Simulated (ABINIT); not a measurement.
A calculation with ABINIT 10.8.3 (patched build) of Sr (ASE script, structure typed inline):

File run.py:

```python
import json, os
import numpy as np
from ase.units import GPa
from ase.calculators.abinit import Abinit, AbinitProfile
from ase import Atoms

atoms = Atoms(['Sr', 'Sr', 'Sr'],
              cell=[[7.0659524677, 0.0, 0.0], [-3.5329762338, 6.1192943389, 0.0], [0.0, 0.0, 3.816632605]],
              scaled_positions=[[0.66578329, 0.0, 0.0], [0.33421671, 0.33421671, 0.0], [0.0, 0.66578329, 0.0]],
              pbc=True)

profile = AbinitProfile(command='abinit', pp_paths=[os.path.abspath('pseudos')])
params = dict(
    pps='pawxml', xc='PBE',
    ecut=408.1708,
    pawecutdg=816.3416,
    pawxcdev=0,
    kptopt=1,
    ngkpt=[5, 5, 7],
    nshiftk=1,
    shiftk=[0.0, 0.0, 0.0],
    ixc=11,
    nband=19,
    occopt=3,
    tsmear=0.05,
    nstep=100,
    tolvrs=1e-09,
    prtwf=0,
    prtden=0,
)

atoms.calc = Abinit(profile=profile, directory='run', **params)
energy = atoms.get_potential_energy()
forces = atoms.get_forces()
stress = atoms.get_stress()
print(f'energy {energy:.6f} eV')
print('forces (eV/A)')
print(np.round(forces, 5))
print('stress (GPa, Voigt, tension positive)', np.round(stress / GPa, 4))
json.dump(dict(energy=energy, forces=forces.tolist(), stress=stress.tolist(), cell=atoms.cell.tolist(), frac=atoms.get_scaled_positions(wrap=False).tolist()), open('results.json', 'w'))
```

Potentials or basis: JTH PAW PBE v2.0.

The run is started by

```sh
$ python run.py
```

This isn't the form of Sr at room conditions, which is fcc.

**Question.** Write the same calculation in another form: native input, structure typed inline.

**Answer.** As run:

run.abi

```
pp_dirpath "./"
pseudos "Sr.GGA_PBE-JTH.xml"

acell 7.0659524677 7.0659524676 3.816632605 Angstrom
rprim
     1.0000000000     0.0000000000     0.0000000000
    -0.5000000000     0.8660254038     0.0000000000
     0.0000000000     0.0000000000     1.0000000000
ntypat 1
znucl 38
natom 3
typat 1 1 1
xred
     0.6657832900     0.0000000000     0.0000000000
     0.3342167100     0.3342167100     0.0000000000
     0.0000000000     0.6657832900     0.0000000000

ecut 15.0
pawecutdg 30.0
pawxcdev 0

kptopt 1
ngkpt 5 5 7
nshiftk 1
shiftk 0.0 0.0 0.0

ixc 11

nband 19
occopt 3
tsmear 0.05 eV

nstep 100
tolvrs 1.0e-9

iomode 3
prtwf 0
prtden 0
prteig 0
prtebands 0
```

Potentials or basis: JTH PAW PBE v2.0.

Command:

```console
$ abinit run.abi > log 2>&1
```

Both were run:

|  | ASE script, structure typed inline | native input, structure typed inline |
| --- | --- | --- |
| Pressure | -0.1 GPa | -0.1 GPa |
| Largest force | 0.017 eV/Å | 0.017 eV/Å |
| Band gap on the k mesh | none (metal or under the smearing width) | none (metal or under the smearing width) |
| Valence electrons inside the program's atomic spheres | Sr 7.26 (radii [1.1677] Å) | Sr 7.26 (radii [1.1677] Å) |

Keys that steer only the numerical path or the files written may differ.
